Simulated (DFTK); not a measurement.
The system is Tl.

```
Tl
1.0
    -1.95600    1.95600    1.95600
     1.95600   -1.95600    1.95600
     1.95600    1.95600   -1.95600
Tl
1
Direct
  0.00000 0.00000 0.00000
```

This isn't the form of Tl at room conditions, which is hcp.

| Property | Result |
| --- | --- |
| Program | DFTK 0.8.2 |
| Task | single point |
| Functional | PBE |
| Potentials or basis | dojo.nc.sr.pbe.v0_4_1.standard.upf (PBE) |
| Cutoff | 1007 eV |
| k mesh | 10 × 10 × 10 |
| Occupations | fermi-dirac, width 0.05 eV |
| Spin | no spin polarisation |

On this cell: pressure 1.3 GPa; band gap on the k mesh none (metal or under the smearing width).

The same run follows on a disturbed copy (cell strained at random at fixed volume):

```
Tl
1.0
    -1.90590    1.93071    1.95199
     1.91556   -1.92009    1.95103
     1.98715    2.00134   -1.94138
Tl
1
Direct
  0.98625 0.00462 0.00435
```

**Question.** What does the disturbed cell give?

**Answer.** The energy (extrapolated to zero smearing) moves by +4.1 meV/atom; pressure 1.3 GPa; band gap on the k mesh none (metal or under the smearing width).

Stress tensor (GPa, compression positive):
```
 1.33 -1.04 -0.10
-1.04  1.19 -0.13
-0.10 -0.13  1.53
```
